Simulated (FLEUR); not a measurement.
The system is ZrC.

```xyz
2
Lattice="0.0000 2.3650 2.3650 2.3650 0.0000 2.3650 2.3650 2.3650 0.0000" Properties=species:S:1:pos:R:3 pbc="T T T"
Zr    2.3650    2.3650    2.3650
C     0.0000    0.0000    0.0000
```

| Property | Result |
| --- | --- |
| Program | FLEUR MaX-R8.1 (later development tree) |
| Task | single point |
| Functional | PBEsol |
| Potentials or basis | all-electron |
| Basis | FLAPW |
| Kmax | 4.56 1/bohr |
| k mesh | 10 × 10 × 10 |
| Occupations | fermi-dirac, width 0.05 eV |
| Spin | no spin polarisation |
| Gmax | 14.1 1/bohr |
| Muffin-tin radii | Zr 2.43, C 1.58 bohr |
| lmax | Zr 10, C 8 |
| lnonsphr | Zr 10, C 8 |
| Local orbitals a species | Zr 5, C 3 |
| Max iterations | 60 |
| Mixing factor | 0.05 |
| Mixer | Anderson |
| Mixer history | 15 |

On this cell: largest force zero by symmetry; band gap on the k mesh none (metal or under the smearing width).

The same run follows on a disturbed copy (atoms moved at random, drawn with an rms of 0.05 Å):

```
Zr C
1.0
     0.00000    2.36500    2.36500
     2.36500    0.00000    2.36500
     2.36500    2.36500    0.00000
Zr C
1 1
Direct
  0.49014 0.49591 0.50642
  0.98906 0.99528 0.02158
```

What changes?

The energy (extrapolated to zero smearing) moves by +3.9 meV/atom; largest force 0.310 eV/Å; band gap on the k mesh none (metal or under the smearing width).

Forces in eV/Å, atoms in the order of the input:
```
Zr   0.222  0.215 -0.027
C   -0.222 -0.215  0.027
```
